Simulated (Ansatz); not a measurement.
# ZnS: moving Zn off its site

ZnS, F-43m, a = 5.443 Å. The compound has several low-lying forms, and this is one of them. Ansatz: PBE, PAW, 420 eV, Γ-centred 6×6×6 mesh on 8 atoms, Gaussian smearing 0.05 eV; no spin polarisation.

```
CELL_PARAMETERS angstrom
5.44313 0.00000 0.00000
0.00000 -5.44313 0.00000
0.00000 0.00000 -5.44313
ATOMIC_POSITIONS crystal
Zn 0.00000 0.00000 0.00000
Zn 0.50000 0.50000 0.00000
Zn 0.50000 0.00000 0.50000
Zn 0.00000 0.50000 0.50000
S 0.75000 0.75000 0.75000
S 0.25000 0.25000 0.75000
S 0.25000 0.75000 0.25000
S 0.75000 0.25000 0.25000
```

Atom 1 (Zn) moves by x along the unit vector (0.707, -0.707, 0.000), with its periodic images; all else is held. y is the free energy of the cell over the start, F the force along the path summed over the moved atoms. Symmetry makes y even in x.

| x (Å) | y (meV) | F (eV/Å) |
| --- | --- | --- |
| -0.3000 | ? | ? |
| -0.1500 | 71.6 | 0.97 |
| 0.0000 | 0.0 | 0.00 |
| 0.0750 | 17.7 | -0.47 |
| 0.1125 | 39.9 | -0.72 |
| 0.1875 | 113.0 | -1.24 |
| 0.2250 | 164.6 | -1.52 |
| 0.2625 | 227.3 | -1.82 |

**Question.** Fit y = c2 x² + c4 x⁴ to the energies of the other rows, give the force constant, and predict energy and force of the missing row.

**Answer.** Least squares on the rows shown. y = 3124.5 x² + 2524.8 x⁴. The force constant is 2 c2 = 6.25 eV/Å² (for all images moving together, not for a lone atom). The force −dy/dx at the missing row is 2.15 eV/Å (computed 2.15). At x = -0.3000 the fit asked for gives 301.7 meV. The run gave 301.6 meV, so the fit is 0.1 meV too high, a small miss on the scale of the series.